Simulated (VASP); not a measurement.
# InP (F-43m) in VASP: notebook

The runs below take InP through single point, with revPBE+D4, BLYP+D3(BJ), PBE+D4.

All numbers are computed with VASP 6.6.1; they aren't measurements. Logs are shortened: lines on timing, memory, paths and dates and some standing lists are left out, and cuts for length are marked.

**What was measured.**

From a printed reference work, data compilation, for a bulk crystal of InP at 1.6 K: band gap 1.4236 eV (direct).

The results are compared with them further down.

**1. The cell of the first run**

Symmetry: F-43m, No. 216, cubic system. Conventional cell: a = 5.883 Å, b = 5.883 Å, c = 5.883 Å, α = 90.00°, β = 90.00°, γ = 90.00°. Within 3.4 Å of In (site symmetry -43m) lie 4 P at 2.55 Å. Within 3.4 Å of P (site symmetry -43m) lie 4 In at 2.55 Å.

**2. Single point, revPBE+D4 (25.45 Å³/atom)**

The input, INCAR:

```
SYSTEM = InP
PREC     = Accurate       ! precision mode
ENCUT    = 520            ! plane-wave cutoff, eV
EDIFF    = 1E-6           ! SCF threshold, eV
ISMEAR   = 0              ! smearing method
SIGMA    = 0.05           ! smearing width, eV
LREAL    = .False.        ! projectors in reciprocal space
LASPH    = .True.         ! aspherical terms in the spheres
NELM     = 100            ! most SCF steps
ALGO     = Normal         ! electronic algorithm
ISIF     = 2              ! what is computed and relaxed
LWAVE    = .False.        ! write WAVECAR
LCHARG   = .False.        ! write CHGCAR
GGA      = RE             ! functional
IVDW     = 13             ! dispersion correction
NBANDS   = 16             ! bands
```

The input, KPOINTS:

```
Automatic mesh
0
Gamma
  8 8 8
  0 0 0
```

The input, POSCAR:

```
InP
1.0
    0.0000000000      2.9413122747      2.9413122747
    2.9413122747      0.0000000000      2.9413122747
    2.9413122747      2.9413122747      0.0000000000
In P
1 1
Direct
    0.0000000000      0.0000000000      0.0000000000
    0.7500000000      0.7500000000      0.7500000000
```

Potentials or basis: VASP PAW PBE potentials, release 64 (In_d, P).

On the command line:

```sh
> cat potpaw_PBE.64/In_d/POTCAR potpaw_PBE.64/P/POTCAR > POTCAR
> mpirun -np 1 vasp_std > vasp.out
```

OUTCAR:

```text
SYSTEM = InP
   PREC = Accurate
   ENCUT = 520
   EDIFF = 1E-6
   ISMEAR = 0
   LREAL = .False.
   LASPH = .True.
   NELM = 100
   ISIF = 2
   GGA = RE
   IVDW = 13

 ion  position               nearest neighbor table
   1  0.000  0.000  0.000-   2 2.55   2 2.55   2 2.55   2 2.55
   2  0.750  0.750  0.750-   1 2.55   1 2.55   1 2.55   1 2.55

  LATTYP: Found a face centered cubic cell.
 ALAT       =     5.8826245494

  Lattice vectors:

 A1 = (   0.0000000000,   2.9413122747,   2.9413122747)
 A2 = (   2.9413122747,   0.0000000000,   2.9413122747)
 A3 = (   2.9413122747,   2.9413122747,   0.0000000000)

Analysis of symmetry for initial positions (statically):
=====================================================================
 Subroutine PRICEL returns:
 Original cell was already a primitive cell.

 Routine SETGRP: Setting up the symmetry group for a
 face centered cubic supercell.

 Subroutine GETGRP returns: Found 24 space group operations
 (whereof 24 operations were pure point group operations)
 out of a pool of 48 trial point group operations.

The static configuration has the point symmetry T_d .

Analysis of symmetry for dynamics (positions and initial velocities):
=====================================================================
 Subroutine PRICEL returns:
 Original cell was already a primitive cell.

 Routine SETGRP: Setting up the symmetry group for a
 face centered cubic supercell.

 Subroutine GETGRP returns: Found 24 space group operations
 (whereof 24 operations were pure point group operations)
 out of a pool of 48 trial point group operations.

The dynamic configuration has the point symmetry T_d .

 Subroutine INISYM returns: Found 24 space group operations
 (whereof 24 operations are pure point group operations),
 and found     1 'primitive' translations

----------------------------------------------------------------------------------------

                                     Primitive cell

  volume of cell :      50.8925

  direct lattice vectors                    reciprocal lattice vectors
     0.000000000  2.941312275  2.941312275    -0.169992151  0.169992151  0.169992151
     2.941312275  0.000000000  2.941312275     0.169992151 -0.169992151  0.169992151
     2.941312275  2.941312275  0.000000000     0.169992151  0.169992151 -0.169992151

  length of vectors
     4.159643710  4.159643710  4.159643710     0.294435042  0.294435042  0.294435042

  position of ions in fractional coordinates (direct lattice)
     0.000000000  0.000000000  0.000000000
     0.750000000  0.750000000  0.750000000

  ion indices of the primitive-cell ions
   primitive index   ion index
                 1           1
                 2           2

----------------------------------------------------------------------------------------

 KPOINTS: Automatic mesh

Automatic generation of k-mesh.
 Grid dimensions read from file:
 generate k-points for:    8    8    8

 Generating k-lattice:

  Cartesian coordinates                     Fractional coordinates (reciprocal lattice)
    -0.021249019  0.021249019  0.021249019     0.125000000  0.000000000  0.000000000
     0.021249019 -0.021249019  0.021249019     0.000000000  0.125000000  0.000000000
     0.021249019  0.021249019 -0.021249019     0.000000000  0.000000000  0.125000000

  Length of vectors
     0.036804380  0.036804380  0.036804380

  Shift w.r.t. Gamma in fractional coordinates (k-lattice)
     0.000000000  0.000000000  0.000000000

 Subroutine IBZKPT returns following result:
 ===========================================

 Found     29 irreducible k-points:

 Following reciprocal coordinates:
            Coordinates               Weight
  0.000000  0.000000  0.000000      1.000000
  0.125000  0.000000  0.000000      8.000000
  0.250000  0.000000  0.000000      8.000000
  0.375000  0.000000  0.000000      8.000000
  0.500000  0.000000  0.000000      4.000000
  0.125000  0.125000  0.000000      6.000000
[... 16 lines left out ...]
  0.500000  0.250000  0.125000     48.000000
 -0.375000  0.250000  0.125000     24.000000
 [... further k-points ...]
   k-points           NKPTS =     29   k-points in BZ     NKDIM =     29   number of bands    NBANDS=     16
   number of dos      NEDOS =    301   number of ions     NIONS =      2
   total plane-waves  NPLWV =  32768
   dimension x,y,z NGX =    32 NGY =   32 NGZ =   32
   dimension x,y,z NGXF=    64 NGYF=   64 NGZF=   64
   ions per type =               1   1
   NGX,Y,Z   is equivalent  to a cutoff of  12.79, 12.79, 12.79 a.u.
   NGXF,Y,Z  is equivalent  to a cutoff of  25.58, 25.58, 25.58 a.u.
 SYSTEM =  InP
   PREC   = accura    normal or accurate (medium, high low for compatibility)
   ISTART =      0    job   : 0-new  1-cont  2-samecut
   ICHARG =      2    charge: 1-file 2-atom 10-const
   ISPIN  =      1    spin polarized calculation?
   LNONCOLLINEAR =      F non collinear calculations
   LSORBIT =      F    spin-orbit coupling
   LASPH  =      T    aspherical Exc in radial PAW
   ENCUT  =  520.0 eV  38.22 Ry    6.18 a.u.   7.73  7.73  7.73*2*pi/ulx,y,z
   NELM   =    100;   NELMIN=  2; NELMDL= -5     # of ELM steps
   EDIFF  = 0.1E-05   stopping-criterion for ELM
   LREAL  =      F    real-space projection
   EDIFFG = 0.1E-04   stopping-criterion for IOM
   NSW    =      0    number of steps for IOM
   IBRION =     -1    ionic relax: 0-MD 1-quasi-New 2-CG
   NFREE  =      0    steps in history (QN), initial steepest desc. (CG)
   ISIF   =      2    stress and relaxation
   ISYM   =      2    0-nonsym 1-usesym 2-fastsym
   POTIM  = 0.5000    time-step for ionic-motion
   TEBEG  =    0.0;   TEEND  =   0.0 temperature during run
   PSTRESS=    0.0 pullay stress
   NELECT =      18.0000    total number of electrons
   NUPDOWN=      -1.0000    fix difference up-down
   EMIN   =  10.00;   EMAX   =-10.00  energy-range for DOS
   EFERMI =   0.00;   METHOD = LEGACY
   ISMEAR =     0;   SIGMA  =   0.05  broadening in eV -4-tet -1-fermi 0-gaus
   EFERMI_NEDOS =   21; number of points for ismear=-14 and -15
   IALGO  =     38    algorithm
   IMIX   =      4    mixing-type and parameters
     AMIX     =   0.40;   BMIX     =  1.00
     AMIX_MAG =   1.60;   BMIX_MAG =  1.00
  volume/ion in A,a.u.               =      25.45       171.72
  Fermi-wavevector in a.u.,A,eV,Ry     =   1.157749  2.187829 18.237024  1.340383
  Thomas-Fermi vector in A             =   2.294358
   LORBIT       =      0    0 simple, 1 ext, 2 COOP (PROOUT), +10 PAW based schemes
   GGA     = RE    functional components
   LHFCALC =     F    Hartree Fock is set to
   AEXX    =    0.0000 exact exchange contribution
   IVDW    =    13    specifies the selected vdW correction
   LEPSILON=     F    determine dielectric tensor
   LRPA    =     F    only Hartree local field effects (RPA)
 non-spin polarized calculation
 Gauss-broadening in eV      SIGMA  =   0.05
  energy-cutoff  :      520.00
  volume of cell :       50.89
 maximum number of plane-waves:      1387
   NGX = 15   NGY = 15   NGZ = 15

 number of electron      18.0000007 magnetization

 Free energy of the ion-electron system (eV)
  ---------------------------------------------------
  ext. energy  EPLUGINS =         0.00000000
  ---------------------------------------------------
  free energy    TOTEN  =        -7.80588761 eV

  energy without entropy =       -7.80588761  energy(sigma->0) =       -7.80588761

 E-fermi :   5.4039     XC(G=0):  -9.1079

 val. band max:        5.1423689347   @ k =   0.0000   0.0000   0.0000
 cond. band min:       5.8911398583   @ k =   0.0000   0.0000   0.0000
 fundamental gap:      0.7487709236
 Fermi energy:         5.4039272498

 k-point     1 :       0.0000    0.0000    0.0000
  band No.  band energies     occupation
      1      -9.0346      2.00000
      2      -9.0346      2.00000
      3      -9.0346      2.00000
      4      -8.8893      2.00000
      5      -8.8893      2.00000
      6      -6.2763      2.00000
[... 8 lines left out ...]
     15      14.5523      0.00000
     16      14.5523      0.00000

 k-point     2 :       0.1250    0.0000    0.0000
  band No.  band energies     occupation
      1      -9.0524      2.00000
      2      -9.0274      2.00000
      3      -9.0274      2.00000
      4      -8.8893      2.00000
      5      -8.8893      2.00000
      6      -6.1016      2.00000
[... 8 lines left out ...]
     15      13.9506      0.00000
     16      14.5978      0.00000

 k-point     3 :       0.2500    0.0000    0.0000
  band No.  band energies     occupation
      1      -9.0933      2.00000
      2      -9.0122      2.00000
      3      -9.0122      2.00000
      4      -8.8867      2.00000
      5      -8.8867      2.00000
      6      -5.6140      2.00000
[... 8 lines left out ...]
     15      13.7374      0.00000
     16      14.4005      0.00000

 k-point     4 :       0.3750    0.0000    0.0000
  band No.  band energies     occupation
      1      -9.1318      2.00000
      2      -9.0008      2.00000
      3      -9.0008      2.00000
      4      -8.8802      2.00000
      5      -8.8802      2.00000
      6      -4.9643      2.00000
[... 8 lines left out ...]
     15      14.6522      0.00000
     16      14.6522      0.00000
[... 324 lines left out ...]
 k-point    22 :       0.3750    0.2500    0.1250
  band No.  band energies     occupation
      1      -9.1299      2.00000
      2      -8.9936      2.00000
      3      -8.9875      2.00000
      4      -8.9036      2.00000
      5      -8.8747      2.00000
      6      -5.2090      2.00000
[... 8 lines left out ...]
     15      15.3100      0.00000
     16      16.8459      0.00000

 k-point    23 :       0.5000    0.2500    0.1250
  band No.  band energies     occupation
      1      -9.1527      2.00000
      2      -8.9884      2.00000
      3      -8.9737      2.00000
      4      -8.8998      2.00000
      5      -8.8743      2.00000
      6      -4.6150      2.00000
[... 8 lines left out ...]
     15      16.0112      0.00000
     16      16.5380      0.00000

 k-point    24 :      -0.3750    0.2500    0.1250
  band No.  band energies     occupation
      1      -9.1611      2.00000
      2      -8.9878      2.00000
      3      -8.9689      2.00000
      4      -8.8941      2.00000
      5      -8.8767      2.00000
      6      -4.2871      2.00000
[... 8 lines left out ...]
     15      15.8860      0.00000
     16      16.4505      0.00000

 [... further k-points ...]

------------------------ aborting loop because EDIFF is reached ----------------------------------------

  DFT-D4 for vdW energy calculation

  Edisp (eV):   -1.06124

  FORCE on cell =-STRESS in cart. coord.  units (eV):
  Direction    XX          YY          ZZ          XY          YZ          ZX
  --------------------------------------------------------------------------------------
  -------------------------------------------------------------------------------------
  Total      -0.01758    -0.01758    -0.01758     0.00000     0.00000    -0.00000
  in kB      -0.55357    -0.55357    -0.55357     0.00000     0.00000    -0.00000
  external pressure =       -0.55 kB  Pullay stress =        0.00 kB

 VOLUME and BASIS-vectors are now :
 -----------------------------------------------------------------------------
  energy-cutoff  :      520.00
  volume of cell :       50.89
      direct lattice vectors                 reciprocal lattice vectors
     0.000000000  2.941312275  2.941312275    -0.169992151  0.169992151  0.169992151
     2.941312275  0.000000000  2.941312275     0.169992151 -0.169992151  0.169992151
     2.941312275  2.941312275  0.000000000     0.169992151  0.169992151 -0.169992151

 POSITION                                       TOTAL-FORCE (eV/Angst)
 -----------------------------------------------------------------------------------
      0.00000      0.00000      0.00000         0.000000      0.000000      0.000000
      4.41197      4.41197      4.41197        -0.000000     -0.000000     -0.000000
 -----------------------------------------------------------------------------------
    total drift:                                0.000000      0.000000      0.000000

  FREE ENERGIE OF THE ION-ELECTRON SYSTEM (eV)
  ---------------------------------------------------
  free  energy   TOTEN  =        -8.8671279571 eV

  energy  without entropy=       -8.8671279571  energy(sigma->0) =       -8.86712796
```

Wall time 32 s (1 thread of Intel Xeon 8259CL, shared host); peak memory 0.18 GiB.

Results:

| Item | Value |
| --- | --- |
| Free energy | -8.8671 eV |
| Pressure | -0.1 GPa |
| Band gap on the k mesh | 0.75 eV |
| Dispersion energy per atom | -0.531 eV |

Caveat: the PAW data sets were made with another functional, which shifts forces and pressure a little; spin-orbit coupling is left out, which moves the levels of the heavy elements.

**3. Single point, revPBE+D4 (24.94 Å³/atom)**

This run uses another cell than the first one, of 24.94 Å³/atom.

The input, INCAR:

```
PREC = Accurate ; ENCUT = 520
EDIFF = 1E-7 ; ISMEAR = 0
SIGMA = 0.05 ; LREAL = False
LASPH = True ; NELM = 80
ALGO = Normal ; ISIF = 2
LWAVE = False ; LCHARG = False
GGA = RE ; IVDW = 13
NBANDS = 16
```

The input, KPOINTS:

```
regular mesh
0
Gamma
  8 8 8
```

The input, POSCAR:

```
InP
1.0
    0.0000000000      2.9215713291      2.9215713291
    2.9215713291      0.0000000000      2.9215713291
    2.9215713291      2.9215713291      0.0000000000
In P
1 1
Direct
    0.0000000000      0.0000000000      0.0000000000
    0.7500000000      0.7500000000      0.7500000000
```

Potentials or basis: VASP PAW PBE potentials, release 64 (In_d, P).

On the command line:

```sh
> cat potpaw_PBE.64/In_d/POTCAR potpaw_PBE.64/P/POTCAR > POTCAR
> mpirun -np 1 vasp_std > vasp.out
```

Wall time 31 s (1 thread of Intel Xeon 8259CL, shared host); peak memory 0.18 GiB.

Results (log left out):

| Item | Value |
| --- | --- |
| Free energy | -8.8630 eV |
| Pressure | 1.3 GPa |
| Band gap on the k mesh | 0.86 eV |
| Dispersion energy per atom | -0.543 eV |

Levels at points of the mesh, in eV from the valence-band top:
| k point | band 5 | band 6 | band 7 | band 8 | band 9 | band 10 | band 11 | band 12 | band 13 | band 14 |
| --- | --- | --- | --- | --- | --- | --- | --- | --- | --- | --- |
| (0.00, 0.00, 0.00) | -14.06 | -11.56 | 0.00 | 0.00 | 0.00 | 0.86 | 4.12 | 4.12 | 4.12 | 8.79 |
| (0.50, 0.00, 0.00) | -14.05 | -9.81 | -5.74 | -0.98 | -0.98 | 1.60 | 4.84 | 4.84 | 7.24 | 9.65 |
| (0.50, 0.50, 0.00) | -14.02 | -9.15 | -5.75 | -2.34 | -2.34 | 1.83 | 2.33 | 9.38 | 9.71 | 9.71 |

Caveat: the PAW data sets were made with another functional, which shifts forces and pressure a little; spin-orbit coupling is left out, which moves the levels of the heavy elements. As with any semilocal functional, this revPBE gap is likely too small.

(Part 1 of 2 ends here.)
